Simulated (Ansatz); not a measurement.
## A strain series on HfO2 (fluorite): uniaxial along x, other directions held

HfO2 in the fluorite structure, relaxed with r2SCAN in Ansatz, then strained (uniaxial along x, other directions held; changes of length per length, axes as in the cell below) with the atoms relaxed again within the symmetry that is left. The symmetry is Fm-3m (No. 225, cubic); a = 5.058 Å in the conventional setting, 10.79 Å³ an atom. Hf has 8 O at 2.19 Å; O has 4 Hf at 2.19 Å. No spin polarisation and no zero-point or thermal motion.

```
Hf O
1.0
     0.00000    2.52918    2.52918
     2.52918    0.00000    2.52918
     2.52918    2.52918    0.00000
Hf O
1 2
Cartesian
  0.0000 0.0000 0.0000
  1.2646 1.2646 1.2646
  3.7938 3.7938 3.7938
```

Gaps are the least over each mesh (PBE 8×8×8, r2SCAN 8×8×8, HSE06 6×6×6 when unstrained) and the special points, which keep their unstrained names; stress is the change from the unstrained cell, compression positive.

```csv
strain (%),"gap, PBE (eV)","gap, r2SCAN (eV)","gap, HSE06 (eV)","edges, HSE06","stress along the strain, r2SCAN (GPa)","energy rise, r2SCAN (meV/atom)"
-2.58,3.604,4.132,5.259,X → X,+16.36,14.0
-1.0,3.752,4.252,5.363,X,+6.12,2.0
0.0,3.803,4.303,5.409,X,0.00,0.0
```

Question: Estimate the row for a strain of +2.36 %.

Answer:
```csv
strain (%),"gap, PBE (eV)","gap, r2SCAN (eV)","gap, HSE06 (eV)","edges, HSE06","stress along the strain, r2SCAN (GPa)","energy rise, r2SCAN (meV/atom)"
+2.36,3.609,4.124,5.230,X,-13.46,10.8
```

With HSE06 the edges change from X → X (indirect) to X (direct) between -2.58 and -1.0 %. With r2SCAN the edges change from X → Γ (indirect) to X (direct) between -2.58 and -1.0 %. With r2SCAN the edges change from X (direct) to X → Γ (indirect) between 0.0 and +2.36 %. With PBE the edges change from X → Γ (indirect) to X → X (indirect) between -2.58 and -1.0 %. With PBE the edges change from X → X (indirect) to X (direct) between -1.0 and 0.0 %.

No spin-orbit coupling is included; it can move band edges with weight on the heavy atoms by tenths of an eV.

The meshes of the hybrids are coarse, so their gaps aren't converged to the digits shown.
